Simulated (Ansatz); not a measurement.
# Compressing BaS: a fit and a missing row

BaS, Fm-3m, a = 6.429 Å. Ansatz: PBE, PAW, 420 eV, Γ-centred 8×8×8 mesh on 2 atoms, Gaussian smearing 0.02 eV; no spin polarisation. Symmetry fixes shape and atoms, so the cell is only scaled; pressure is positive in compression.

| V (Å³/atom) | P (GPa) |
| --- | --- |
| 29.227 | 7.08 |
| 30.223 | 4.85 |
| 31.219 | ? |
| 32.216 | 1.35 |
| 33.212 | -0.01 |
| 34.208 | -1.16 |
| 35.205 | -2.14 |
| 36.533 | -3.22 |

Problem. Take V0 = 33.212 Å³/atom, count pressures from its P0 = -0.01 GPa, fit the third-order Birch–Murnaghan form to the other rows, and predict the missing pressure.

Solution. With the Eulerian strain f = ½[(V0/V)^(2/3) − 1] and y = (P − P0)/[3f(1 + 2f)^(5/2)], the form is the line y = B0 + 1.5 B0 (B0′ − 4) f. Rows (f, y): 0.04447, 42.9; 0.03245, 42.7; 0.01025, 42.0; -0.00975, 41.3; -0.01905, 41.1; -0.03078, 40.7. Means f = 0.004598, y = 41.783; Σ(Δf)² = 0.004414, ΣΔfΔy = 0.1327; the slope is their ratio. y = 41.65 + 30.06 f GPa, so B0 = 41.6 GPa and B0′ = 4 + 2 × (30.06)/(3 × 41.65) = 4.48. At V = 31.219, f = 0.02106, y = 42.28 and P = 2.95 GPa. The run gave 2.96 GPa, so the fit is 0.01 GPa too low, a small miss on the scale of the series.